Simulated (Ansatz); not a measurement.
Runs of Ansatz 0.2.0 on PbS (Galena). The structure is cubic, space group Fm-3m (No. 225). Conventional cell: a = 5.931 Å, b = 5.931 Å, c = 5.931 Å, α = 90.00°, β = 90.00°, γ = 90.00°. Pb (site symmetry m-3m) is surrounded by 6 S at 2.97 Å. Around S (site symmetry m-3m) lie 6 Pb at 2.97 Å. 

| task | level | cell | cutoff (eV) | smearing | gap on the mesh (eV) | pressure (GPa) |
| --- | --- | --- | --- | --- | --- | --- |
| single point | PBE | as given | 178 | gaussian 0.029 eV | 0.36 | 2.2 |
| relaxation of cell and atoms | BLYP | relaxed | - | fermi-dirac 0.05 eV | (a) | 0.0 |
| single point | PBE | as given | 178 | gaussian 0.023 eV | 0.36 | 2.2 |
| single point | PBE | as given | 178 | gaussian 0.017 eV | 0.36 | 2.2 |
| band structure | PBEsol | as given | 178 | fermi-dirac 0.05 eV | 0.25 | -0.9 |

Alike in all rows: potentials or basis all-electron LAPW, scalar-relativistic; no spin polarisation; k mesh 8 × 8 × 8; basis error allowed 0.001 eV/atom.

Task: Fill in the values left out.

Result: (a) 0.78.

Caveats: spin-orbit coupling is left out, which as a rule narrows the gap of such compounds by several tenths of an eV.

A k mesh can miss the band edges, and the runs leave out spin-orbit coupling on Pb.
